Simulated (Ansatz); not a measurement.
# FeO (R-3m) in Ansatz: further runs

The runs below take FeO through projected density of states, with LDA+U.

Program: Ansatz 0.2.0. These are calculated values, not measurements. Logs are shortened: lines on timing, memory, paths and dates and some standing lists are left out, and cuts for length are marked.

**1. Starting point**

Symmetry: R-3m, No. 166, trigonal system. The conventional cell has a = 3.035 Å, b = 3.035 Å, c = 7.547 Å, α = 90.00°, β = 90.00°, γ = 120.00°. Fe (site symmetry -3m) has 6 O at 2.16 Å as nearest neighbours. O (site symmetry -3m) is surrounded by 6 Fe at 2.16 Å.

**2. Projected density of states, LDA+U, collinear spin, ferromagnetic start**

File input.yaml:

```yaml
crystal:
  lattice:
    - [1.51768211, 0.87623418, 2.51579458]
    - [-1.51768211, 0.87623418, 2.51579458]
    - [0.0, -1.75246835, 2.51579458]
  atoms:
    - { symbol: Fe, position: [0.0, 0.0, 0.0], spin: 3.0 }
    - { symbol: O, position: [0.5, 0.5, 0.5] }
hamiltonian:
  xc: lda
  pseudopotentials: { kind: paw }
  hubbard: { sites: [{ species: Fe, l: d, u_eff: 2.0 }] }
magnetization:
  spin_polarized: true
kpoints:
  mp_grid: { grid: [11, 11, 11] }
scf:
  occupations: { method: fermi_dirac, width: 0.05 }
  n_extra_bands: 6
output:
  forces: true
  stress: true
  eigenvalues: true
  dos: { projected: true, de: 0.05, nscf_kmesh: { grid: [17, 17, 17] } }
  write_density: true
  write_potential: true
  elf: true
  volumetric_format: npy
```

Potentials or basis: Ansatz PAW.

Started as:

```bash
> ansatz run input.yaml --threads 2 --pin off --max-ram 5632MiB --backend cpu --events-out ev --progress --plain --runs-dir out
```

Output:

```text
Warning: RAYON_NUM_THREADS=2 ignored (pool sized by the plan → 2); use --threads N
Fe: projections on atomic orbitals take those of the free atom [Ne] 3s2 3p6 3d6 4s2, of charge +0.00 (hamiltonian.pseudopotentials.projection_atoms); the dataset's partial waves leave at most 1.1e-6 of an orbital's norm unspanned inside its sphere
O: projections on atomic orbitals take those of the free atom [He] 2s2 2p4, of charge +0.00 (hamiltonian.pseudopotentials.projection_atoms); the dataset's partial waves leave at most 1.9e-8 of an orbital's norm unspanned inside its sphere
scf.n_extra_bands = 6 over 11 filled bands (N_el = 22.0): the run solves 17 bands
Engine: ansatz 0.2.0, aarch64-unknown-linux-gnu
Pseudopotentials: kind: paw
Pseudopotential: Fe, paw, valence charge 16, recommended cutoff 420 eV (normal), Fe.paw.azcp
Pseudopotential: O, paw, valence charge 6, recommended cutoff 420 eV (normal), O.paw.azcp
Functional definition: SPW92
  exchange = slater_x
  correlation = pw_c
Crystal: 2 atoms, lattice volume = 20.074 Å³
Basis set: ecut = 420 eV, 399 PW (Γ)
Bands: 17, of which v1, the nominal top of the filled ones, is band 11 counted from 1 (10 counted from 0)
Symmetry: 12 space group operations
Space group: R-3m (ITA 166), of the structure as read, at distance tolerance 2.7e-5 Å
Magnetic group: BNS 166.97 (UNI 1327), of the structure as read, at distance tolerance 2.7e-5 Å
k-points: 146 of 1331
Non-local potential: Fe, projectors of the file, l = 0: 3, l = 1: 2, l = 2: 3, l = 3: 1
Non-local potential: O, projectors of the file, l = 0: 2, l = 1: 2, l = 2: 1
PAW form: soft (Blöchl's): semilocal exchange-correlation on the pseudo side does not see the compensation charge
PAW frozen core: Fe, regenerated for the run's functional, and the local potential with it (the file was generated under x = pbe(κ = 0.804, μ = 0.2195149727645171), c = pbe(β = 0.06672455060314922))
PAW frozen core: O, regenerated for the run's functional, and the local potential with it (the file was generated under x = pbe(κ = 0.804, μ = 0.2195149727645171), c = pbe(β = 0.06672455060314922))
PAW one-centre angular grid: Fe, 590 points (default); XC on 64 Gauss nodes
PAW one-centre angular grid: O, 110 points (default); XC on 64 Gauss nodes
Initial density: superposition of atomic densities (chi_scale 0.1, normalization cell, long waves kept (reshape's long-wave potential 0.00 eV rms))
Starting moments: Σ|m| = 3 μB on 1 of 2 sites
Initial wavefunctions: pseudopotential atomic-orbital guess
Functional: x = slater, c = lda
SCF iter   1: F=—  HF=-4974.612913 eV  |F-HF|=—  |Δ(HF+E_count)|=         —  Δρ=1.96e-1 (↑1.28e-1 ↓1.96e-1)  dr2=1.97e1  dr2_m=2.45e-1  M=2.583 μB ∫|m|=2.583 μB  β_m=0.30  ethr=3.10e-3  ⟨swp⟩=4.2  Hψ=20530  notcnv=0
preconditioner: auto → none  [metal: Δε(μ)=0.002 eV  Ē_g=13.486 eV  σ=0.050 eV  W_gap=0.01  n_scr=8 (ndim 8)  ℏωp=31.0 eV  f_vac=0.000  D(μ)=4.15/eV (n_scr^D=64)  sad-step TF]
SCF iter   2: F=—  HF=-4972.812797 eV  |F-HF|=—  |Δ(HF+E_count)|=    1.80e0  Δρ=1.16e-1 (↑8.89e-2 ↓1.16e-1)  dr2=7.87e-1  dr2_m=1.65e0  M=4.000 μB ∫|m|=4.000 μB  β_m=1.00  ethr=3.10e-3  ⟨swp⟩=3.0  Hψ=13561  notcnv=0  defer=137
SCF iter   3: F=—  HF=-4972.545124 eV  |F-HF|=—  |Δ(HF+E_count)|=   2.68e-1  Δρ=2.26e-2 (↑2.26e-2 ↓2.15e-2)  dr2=1.78e-1  dr2_m=3.53e-3  M=4.001 μB ∫|m|=4.002 μB  β_m=1.00  ethr=3.10e-3  ⟨swp⟩=2.5  Hψ=10113  notcnv=0  defer=123
SCF iter   4: F=—  HF=-4972.865089 eV  |F-HF|=—  |Δ(HF+E_count)|=   3.20e-1  Δρ=8.13e-3 (↑6.24e-3 ↓8.13e-3)  dr2=9.78e-3  dr2_m=1.50e-3  M=4.000 μB ∫|m|=4.002 μB  β_m=0.30  ethr=8.07e-4  ⟨swp⟩=2.7  Hψ=9824  notcnv=0  defer=136
Mixer restart at iter 4: flushing history
spin-set hold released at iteration 4 (site moments contracting): the magnetisation degrees of freedom join the quasi-Newton model from the next iteration; the mixer history was flushed
SCF iter   5: F=—  HF=-4973.029604 eV  |F-HF|=—  |Δ(HF+E_count)|=   1.65e-1  Δρ=6.34e-3 (↑4.58e-3 ↓6.34e-3)  dr2=6.71e-3  dr2_m=1.25e-3  M=4.001 μB ∫|m|=4.004 μB  β_m=0.65  ethr=4.45e-5  ⟨swp⟩=2.0  Hψ=10792  notcnv=0  defer=139
SCF iter   6: F=—  HF=-4973.247542 eV  |F-HF|=—  |Δ(HF+E_count)|=   2.18e-1  Δρ=2.11e-2 (↑1.59e-2 ↓2.11e-2)  dr2=2.29e-1  dr2_m=2.39e-3  M=4.000 μB ∫|m|=4.005 μB  β_m=0.45  ethr=3.05e-5  ⟨swp⟩=2.9  Hψ=10522  notcnv=0  defer=139
SCF iter   7: F=—  HF=-4973.197918 eV  |F-HF|=—  |Δ(HF+E_count)|=   4.96e-2  Δρ=2.59e-3 (↑1.30e-3 ↓2.59e-3)  dr2=4.43e-4  dr2_m=6.70e-4  M=4.001 μB ∫|m|=4.008 μB  β_m=0.65  ethr=3.05e-5  ⟨swp⟩=2.2  Hψ=11973  notcnv=0  defer=161
SCF iter   8: F=—  HF=-4973.198157 eV  |F-HF|=—  |Δ(HF+E_count)|=   2.39e-4  Δρ=7.87e-4 (↑7.87e-4 ↓5.12e-4)  dr2=6.23e-5  dr2_m=5.12e-5  M=4.001 μB ∫|m|=4.008 μB  β_m=0.69  ethr=2.02e-6  ⟨swp⟩=1.9  Hψ=6319  notcnv=0  defer=161
SCF iter   9: F=—  HF=-4973.198179 eV  |F-HF|=—  |Δ(HF+E_count)|=   2.23e-5  Δρ=4.42e-4 (↑2.52e-4 ↓4.42e-4)  dr2=3.98e-5  dr2_m=5.83e-6  M=4.001 μB ∫|m|=4.008 μB  β_m=0.62  ethr=2.83e-7  ⟨swp⟩=2.0  Hψ=8062  notcnv=0  defer=161
SCF iter  10: F=—  HF=-4973.198176 eV  |F-HF|=—  |Δ(HF+E_count)|=   2.67e-6  Δρ=3.50e-4 (↑7.53e-5 ↓3.50e-4)  dr2=5.47e-6  dr2_m=6.31e-6  M=4.001 μB ∫|m|=4.008 μB  β_m=0.81  ethr=1.81e-7  ⟨swp⟩=2.2  Hψ=7400  notcnv=0  defer=161
SCF iter  11: F=—  HF=-4973.198201 eV  |F-HF|=—  |Δ(HF+E_count)|=   2.43e-5  Δρ=3.78e-4 (↑2.63e-5 ↓3.78e-4)  dr2=5.27e-6  dr2_m=7.23e-6  M=4.001 μB ∫|m|=4.008 μB  β_m=0.36  ethr=2.49e-8  ⟨swp⟩=1.9  Hψ=7144  notcnv=0  defer=161
SCF iter  12: F=—  HF=-4973.198119 eV  |F-HF|=—  |Δ(HF+E_count)|=   8.13e-5  Δρ=2.51e-4 (↑2.16e-5 ↓2.51e-4)  dr2=2.23e-6  dr2_m=3.24e-6  M=4.001 μB ∫|m|=4.008 μB  β_m=0.95  ethr=2.39e-8  ⟨swp⟩=2.0  Hψ=8045  notcnv=0  defer=161
SCF iter  13: F=—  HF=-4973.198062 eV  |F-HF|=—  |Δ(HF+E_count)|=   5.72e-5  Δρ=6.36e-5 (↑1.81e-6 ↓6.36e-5)  dr2=2.41e-7  dr2_m=1.89e-7  M=4.001 μB ∫|m|=4.008 μB  β_m=0.98  ethr=1.01e-8  ⟨swp⟩=2.5  Hψ=9562  notcnv=0  defer=161
SCF iter  14: F=-4973.198062 eV  HF=-4973.198062 eV  |F-HF|=2.62e-8  |Δ(HF+E_count)|=   3.06e-7  Δρ=1.79e-5 (↑2.07e-6 ↓1.79e-5)  dr2=1.76e-8  dr2_m=1.33e-8  M=4.001 μB ∫|m|=4.008 μB  ethr=4.55e-10  ⟨swp⟩=9.9  Hψ=33190  notcnv=0
SCF 1 converged in 14 iterations: F = -4973.198062 eV  dr2 = 1.76e-8
Following the negative reading down, search 1: the free energy F (with its fill's electron-count term) along its direction. At the converged state itself: F - F(close) = -1.819e-12 eV
  point 1 (+, 4.0e-4 eV away): F - F(close) = -2.719e-5 eV
  point 2 (+, 1.6e-3 eV away): F - F(close) = -9.534e-5 eV
  point 3 (+, 6.4e-3 eV away): F - F(close) = -3.251e-4 eV
  point 4 (+, 2.6e-2 eV away): F - F(close) = -9.503e-4 eV
  point 5 (+, 1.0e-1 eV away): F - F(close) = -1.108e-3 eV
  point 6 (+, 4.1e-1 eV away): F - F(close) = +8.750e-3 eV
  point 7 (-, 6.4e-3 eV away): F - F(close) = -4.327e-4 eV
  point 8 (-, 2.6e-2 eV away): F - F(close) = -2.041e-3 eV
  point 9 (-, 1.0e-1 eV away): F - F(close) = -9.233e-3 eV
  point 10 (-, 4.1e-1 eV away): F - F(close) = -2.640e-2 eV
  point 11 (-, 1.6e0 eV away): F - F(close) = -1.648e-2 eV
Initial density: handed on by an earlier stage of this run
Starting moments: Σ|m| = 3 μB on 1 of 2 sites; this step starts from the density that it was given
Initial wavefunctions: those handed on with the density
iter 1 solved again at ethr=3.25e-5 eV; its pass at ethr=3.10e-3 eV (dr2=7.15e-3 eV) is discarded
SCF iter   1: F=—  HF=-4973.229157 eV  |F-HF|=—  |Δ(HF+E_count)|=         —  Δρ=4.27e-3 (↑4.27e-3 ↓4.25e-3)  dr2=7.22e-3  dr2_m=7.52e-4  M=4.001 μB ∫|m|=4.005 μB  β_m=0.30  ethr=3.25e-5  ⟨swp⟩=1.0  Hψ=23109  notcnv=0
preconditioner: auto → none  [metal: Δε(μ)=0.006 eV  Ē_g=13.810 eV  σ=0.050 eV  W_gap=0.03  n_scr=8 (ndim 8)  ℏωp=31.0 eV  f_vac=0.000  D(μ)=0.73/eV (n_scr^D=8)]
SCF iter   2: F=—  HF=-4973.227750 eV  |F-HF|=—  |Δ(HF+E_count)|=   1.41e-3  Δρ=3.49e-3 (↑1.24e-3 ↓3.49e-3)  dr2=1.00e-3  dr2_m=7.07e-4  M=4.000 μB ∫|m|=4.004 μB  β_m=0.31  ethr=3.25e-5  ⟨swp⟩=2.6  Hψ=9145  notcnv=0
SCF iter   3: F=—  HF=-4973.228135 eV  |F-HF|=—  |Δ(HF+E_count)|=   3.85e-4  Δρ=3.10e-3 (↑6.89e-4 ↓3.10e-3)  dr2=3.59e-4  dr2_m=5.85e-4  M=4.000 μB ∫|m|=4.004 μB  β_m=0.62  ethr=4.57e-6  ⟨swp⟩=2.1  Hψ=6075  notcnv=0
SCF iter   4: F=—  HF=-4973.229147 eV  |F-HF|=—  |Δ(HF+E_count)|=   1.01e-3  Δρ=2.52e-3 (↑7.35e-4 ↓2.52e-3)  dr2=3.54e-4  dr2_m=3.70e-4  M=4.000 μB ∫|m|=4.004 μB  β_m=0.12  ethr=1.63e-6  ⟨swp⟩=2.1  Hψ=7027  notcnv=0
SCF iter   5: F=—  HF=-4973.229514 eV  |F-HF|=—  |Δ(HF+E_count)|=   3.67e-4  Δρ=2.10e-3 (↑5.86e-4 ↓2.10e-3)  dr2=1.76e-4  dr2_m=2.68e-4  M=4.000 μB ∫|m|=4.004 μB  β_m=0.51  ethr=1.61e-6  ⟨swp⟩=1.2  Hψ=5078  notcnv=0
SCF iter   6: F=—  HF=-4973.230500 eV  |F-HF|=—  |Δ(HF+E_count)|=   9.86e-4  Δρ=1.58e-4 (↑1.58e-4 ↓6.24e-5)  dr2=3.23e-6  dr2_m=9.77e-7  M=4.000 μB ∫|m|=4.004 μB  β_m=0.61  ethr=7.99e-7  ⟨swp⟩=2.0  Hψ=8538  notcnv=0
SCF iter   7: F=—  HF=-4973.230499 eV  |F-HF|=—  |Δ(HF+E_count)|=   1.29e-6  Δρ=1.57e-4 (↑3.26e-5 ↓1.57e-4)  dr2=1.65e-6  dr2_m=8.56e-7  M=4.000 μB ∫|m|=4.004 μB  β_m=0.61  ethr=1.47e-8  ⟨swp⟩=2.0  Hψ=9397  notcnv=0
SCF iter   8: F=-4973.230501 eV  HF=-4973.230501 eV  |F-HF|=3.50e-8  |Δ(HF+E_count)|=   1.90e-6  Δρ=2.02e-5 (↑1.07e-5 ↓2.02e-5)  dr2=1.00e-8  dr2_m=3.90e-8  M=4.000 μB ∫|m|=4.004 μB  ethr=4.55e-10  ⟨swp⟩=6.3  Hψ=30035  notcnv=0
SCF 2 converged in 8 iterations: F = -4973.230501 eV  dr2 = 1.00e-8
The result is that of the SCF that stage 1 started: 0.032 eV lower in free energy than the state whose close was followed first; 14 iterations were spent on what was left
NSCF: frozen V_eff on 489 k-points
SCF converged after 8 iterations
Magnetization: 4.0003 μB (13.0001 up, 8.9999 down)
Absolute magnetization: 4.0039 μB (∫|ρ↑−ρ↓|, with the PAW one-centre terms)
Spin contamination: 0.0083 ħ² per cell (⟨S²⟩ above its minimum at these occupations)
Per-site moments (μB) at R_I (Å): [(3.4458615235055343, 0.8898391749306156), (0.2852976937574657, 0.8898391749306156)]
Free energy (F): -4973.230501 eV
Harris-Foulkes:  -4973.230501 eV  (|F-HF|=3.50e-8)
Internal energy: -4973.226773 eV  (E = F + TS)
E sigma→0 (E₀):  -4973.228637 eV
Entropy (-TS):   -0.003727 eV (-1.864 meV/atom)
Fermi energy:    14.108276 eV
--- Per-component energies (eV) ---
  E_band       = -276.694138
  E_kinetic    = 513.879047
  E_local      = -2604.432466  (includes V_loc(G=0)·N_el)
  E_nonlocal   = 285.074097
  E_hartree    = 1057.372387
  E_xc         = -185.536109
  E_vxc        = -239.489772  (∫ρ·V_xc dr)
  E_hubbard    = 0.642556  (on-site DFT+U / exact-exchange correction)
  E_vhub       = -5.056447  (the Hubbard potential's part of the band-sum identity)
  E_paw        = -1457.274986  (= ΣΔE_a)
  E_vpaw       = -341.416133  (= ΣTr[D̂ρ^β])
  E_aug_tail   = 0.003321  (compensation charges beyond the density's cutoff)
  E_ewald      = -2583.453077
  E_core_change = 0.498457  (= ΣΔE_core)
  E_smearing   = -0.003727  (= −TS)
  E_closure    = -0.000000  (closes the sum)
  Σ components = -4973.230501   (vs F -4973.230501, Δ=0.00e0)
--- Forces (eV/Å), atoms counted from 1 ---
  atom   1  Fe     0.00000000     0.00000000     0.00000000
  atom   2  O      0.00000000    -0.00000000     0.00000000
  max |Σ_I F_I| component: 8.94e-30 eV/Å
--- Stress (GPa, compression-positive) ---
       -9.019396       0.000000       0.000000
        0.000000      -9.019396      -0.000000
       -0.000000      -0.000000     -14.562744
  P = ⅓ Tr σ = -10.8672 GPa (-108.672 kbar)
--- Band table (eV; the first three rows and the last of 292) ---
  k-point 0 ↑: bands = ["-74.9535", "-41.7225", "-41.7225", "-40.6132", "-6.2465", "8.9256", "8.9256", "9.6428", "9.6428", "9.9252", "10.3427", "10.4526", "10.4526", "14.1879", "29.1508", "30.8636", "30.9599"]
  k-point 1 ↑: bands = ["-74.9531", "-41.7265", "-41.7231", "-40.6142", "-6.1589", "8.6261", "8.9848", "9.0990", "9.1106", "9.9127", "10.2200", "10.9802", "11.0350", "14.7775", "27.8812", "30.6307", "30.6478"]
  k-point 2 ↑: bands = ["-74.9518", "-41.7373", "-41.7248", "-40.6166", "-5.9151", "7.7698", "8.2892", "8.3753", "9.1515", "9.9436", "10.2577", "11.8231", "11.8603", "15.9567", "25.8903", "29.5524", "29.6434"]
  k-point 145 ↓: bands = ["-70.9182", "-37.6314", "-37.6282", "-37.1477", "-4.4676", "6.1131", "9.1061", "9.2366", "14.1893", "15.1464", "15.1916", "16.8806", "17.2335", "19.4625", "23.2450", "26.8766", "27.7529"]
Occupation matrices written to <dir>
```

It took 27 s on 2 threads of Arm Neoverse V2, shared host; peak memory 0.45 GiB.

What came out:

```
Free energy                          : -4973.2305 eV
Pressure                             : -10.9 GPa
Band gap on the k mesh               : none (metal or under the smearing width)
Net moment                           : 4.00 μB per cell
Absolute moment                      : 4.00 μB per cell
Site moments                         : Fe +3.45; O +0.29 μB
Density of states at the Fermi level : 0.31 states/eV per cell
```

Stress tensor (GPa, compression positive):
```
 -9.02   0.00   0.00
  0.00  -9.02   0.00
  0.00   0.00 -14.56
```

States per cell in windows of 1 eV (zero at the Fermi level; states under -8 eV left out):
```csv
from (eV),up,down,Fe 3d down,Fe 3d up,O 2p down,O 2p up,Fe 4s up,Fe 4s down
-8.0,0.84,0.23,0.03,0.27,0.16,0.48,0.06,0.04
-7.0,1.48,0.67,0.07,0.79,0.51,0.66,0.01,0.08
-6.0,0.40,0.67,0.11,0.25,0.52,0.15,0.00,0.01
-5.0,1.31,1.28,0.24,1.17,1.02,0.12,0.00,0.01
-4.0,1.69,0.14,0.02,1.33,0.13,0.30,0.03,0.00
-3.0,1.07,0.00,0.00,0.65,0.00,0.37,0.02,0.00
-2.0,0.68,0.20,0.18,0.30,0.01,0.36,0.01,0.00
-1.0,0.22,0.80,0.72,0.09,0.07,0.13,0.00,0.00
0.0,0.01,1.26,1.18,0.00,0.06,0.00,0.00,0.01
1.0,0.02,1.66,1.49,0.00,0.09,0.00,0.01,0.03
2.0,0.05,0.95,0.73,0.00,0.16,0.01,0.03,0.03
3.0,0.10,0.22,0.13,0.00,0.06,0.02,0.05,0.02
4.0,0.20,0.12,0.01,0.00,0.03,0.04,0.09,0.05
5.0,0.30,0.20,0.01,0.00,0.04,0.04,0.17,0.08
6.0,0.24,0.29,0.01,0.00,0.04,0.02,0.12,0.15
7.0,0.16,0.23,0.00,0.00,0.02,0.02,0.09,0.12
```

Eigenvalues of the final occupation matrices:
```
  site  spin  trace               eigenvalues
site 1     1   4.99  0.99 0.99 1.00 1.00 1.00
site 1     2   1.36  0.12 0.12 0.15 0.15 0.81
```

Caveat: the magnetic or orbital state may not be the lowest; the pressure holds a Pulay correction of +0.9 GPa for the finite cutoff; a cell with one magnetic atom can't hold antiferromagnetic order, which such compounds often take; the PAW data sets come from PBE, with cores solved anew for the run's functional, which leaves a small shift of forces and pressure; the density of states is complete only up to the lowest level of the last band computed. The state reached can hang on the start; a lower one may exist.

(Continued in part 2 of 2.)
